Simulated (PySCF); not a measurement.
One molecule, one basis, several functionals.

Species: C7H8O.
SMILES: `c1ccccc1CO`

Torsions of this conformer, `[OH:1][CH2:2][c:3]1[cH:4][cH:5][cH:6][cH:7][cH:8]1`: O1–C2–C3–C4 -29°, H–O1–C2–C3 -56°.

PySCF, pcSseg-1 basis, density fitting, gas phase, PBE0-D3(BJ)/def2-SVP geometry. One functional is left out:

```
functional  exact exchange (%)  HOMO energy (eV)  LUMO energy (eV)  dipole moment (D)
      BP86                   0             -6.12             -1.33              1.365
       LDA                   0             -6.18             -1.47              1.416
      OPBE                   0             -5.99             -1.14              1.323
       PBE                   0             -6.01             -1.24              1.350
      PBE0                  25             -7.13             -0.34              1.458
  mPW1PW91                  25             -7.15             -0.36              1.467
 BHandHLYP                  50             -7.95              0.71              1.553
```

Task: Predict the row of B3LYP (20 % exact exchange) by straight lines through the other rows, and check it.

Result: 
| property | line | computed | computed − line | PBE0 (25 %), for comparison |
| --- | --- | --- | --- | --- |
| HOMO energy (eV) | -6.87 | -6.90 | -0.03 | -7.13 |
| LUMO energy (eV) | -0.51 | -0.52 | -0.01 | -0.34 |
| dipole moment (D) | 1.441 | 1.450 | +0.009 | 1.458 |

Task: Which of these properties follows the share of exact exchange most closely, and which least?

Result: Most closely the HOMO energy, least the dipole moment; the correlations over the tabulated rows are HOMO energy -0.994, LUMO energy 0.991, dipole moment 0.938. The HOMO energy moves by -0.387 eV for every 10 %. Functionals with the same share still differ in their other parts: at 0 % LDA and OPBE differ by 0.19 eV in it.
